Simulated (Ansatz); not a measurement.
SrF₂:
```cif
data_F8Sr4
_chemical_formula_sum 'Sr4 F8'
_space_group_name_H-M_alt 'Fm-3m'
_space_group_IT_number 225
_space_group_name_Hall '-F 4 2 3'
_cell_length_a 5.75821
_cell_length_b 5.75821
_cell_length_c 5.75821
_cell_angle_alpha 90.000
_cell_angle_beta 90.000
_cell_angle_gamma 90.000
loop_
_atom_site_label
_atom_site_type_symbol
_atom_site_symmetry_multiplicity
_atom_site_Wyckoff_symbol
_atom_site_fract_x
_atom_site_fract_y
_atom_site_fract_z
_atom_site_occupancy
Sr1 Sr 4 a 0.00000 0.00000 0.00000 1
F1 F 8 c 0.25000 0.25000 0.25000 1
```
(The calculation used a cell of 3 atoms; values per cell refer to that cell.)

This is the PBEsol-relaxed structure.

### Question
All from DFT-PBEsol in the program Ansatz with PAW potentials, unless another level is named. Predict the highest zone-centre frequency (without LO–TO term).

### Answer
8.49 THz.

### Question
Predict the Debye temperature from the elastic constants.

### Answer
372 K.

### Question
Give the elastic constants (relaxed ions, GPa).

### Answer
C11 = 126, C12 = 46.3, C44 = 31.5.

### Question
And the zero-point energy?

### Answer
39.4 meV/atom.

Symmetry was held in the PBEsol relaxation; phonons on a q-mesh show no instability.

Potentials: the later of the program's two PAW sets.
